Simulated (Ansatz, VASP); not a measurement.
One calculation of SrTiO3 (Tausonite), two programs

POSCAR

```
SrTiO3
1.0
    3.9068515002      0.0000000000      0.0000000000
    0.0000000000      3.9068515002      0.0000000000
    0.0000000000      0.0000000000      3.9068515002
Sr Ti O
1 1 3
Direct
    0.5000000000      0.5000000000      0.5000000000
    0.0000000000      0.0000000000      0.0000000000
    0.5000000000      0.0000000000      0.0000000000
    0.0000000000      0.5000000000      0.0000000000
    0.0000000000      0.0000000000      0.5000000000
```

INCAR.step1

```
SYSTEM = SrTiO3
  PREC = Accurate
  ENCUT = 520
  ISMEAR = 0
  SIGMA = 0.01
  LREAL = .False.
  LASPH = .True.
  NELM = 80
  NBANDS = 28
  GGA = PE
  ALGO = Normal
  EDIFF = 1E-4
  LWAVE = .True.
  LCHARG = .False.
```

Contents of INCAR.step2:

```
SYSTEM = SrTiO3
  PREC = Accurate
  ENCUT = 520
  EDIFF = 1E-6
  ISMEAR = 0
  SIGMA = 0.01
  LREAL = .False.
  LASPH = .True.
  NELM = 80
  ALGO = Normal
  ISIF = 2
  LWAVE = .False.
  LCHARG = .False.
  METAGGA = R2SCAN
  LMIXTAU = .True.
  NBANDS = 28
  ISTART = 1
```

Contents of KPOINTS:

```
Automatic mesh
0
Gamma
  6 6 6
  0 0 0
```

Input for Ansatz:

```yaml
crystal:
  lattice:
    - [3.9068515002, 0.0, 0.0]
    - [0.0, 3.9068515002, 0.0]
    - [0.0, 0.0, 3.9068515002]
  atoms:
    - { symbol: Sr, position: [0.5, 0.5, 0.5] }
    - { symbol: Ti, position: [0.0, 0.0, 0.0] }
    - { symbol: O, position: [0.5, 0.0, 0.0] }
    - { symbol: O, position: [0.0, 0.5, 0.0] }
    - { symbol: O, position: [0.0, 0.0, 0.5] }
kpoints:
  mp_grid: { grid: [6, 6, 6] }
  band_path:
    path: [[0.0, 0.0, 0.0], [0.0, 0.5, 0.0], [0.5, 0.5, 0.0], [0.5, 0.5, 0.5]]
    npoints: 1
hamiltonian:
  xc: r2scan
scf:
  occupations: { method: fixed }
  n_extra_bands: 5
output:
  forces: true
  stress: true
  eigenvalues: true
```

Alike in both runs: task single point; functional r2SCAN; k mesh 6 × 6 × 6; no spin polarisation.

|  | VASP | Ansatz |
| --- | --- | --- |
| version | VASP 6.6.1 | Ansatz 0.2.0 |
| potentials or method | VASP PAW PBE potentials, release 64 (Sr_sv, Ti_sv, O) | plane waves, PAW |
| plane-wave cutoff (eV) | 520 | 500 |
| occupations | gaussian, width 0.01 eV | fixed |
| valence electrons in the cell | 40 | 40 |

|  | VASP | Ansatz | Ansatz less VASP |
| --- | --- | --- | --- |
| gap on the k mesh at the Fermi level (eV) | 2.27 | 2.26 | -0.012 |
| pressure (GPa) | 0.9 | 0.0 | -0.92 |

Caveats: the PAW data sets were made with another functional, which shifts forces and pressure a little (VASP). A k mesh can miss the band edges. r2SCAN opens gaps a little over a GGA but as a rule still falls short of measured ones.
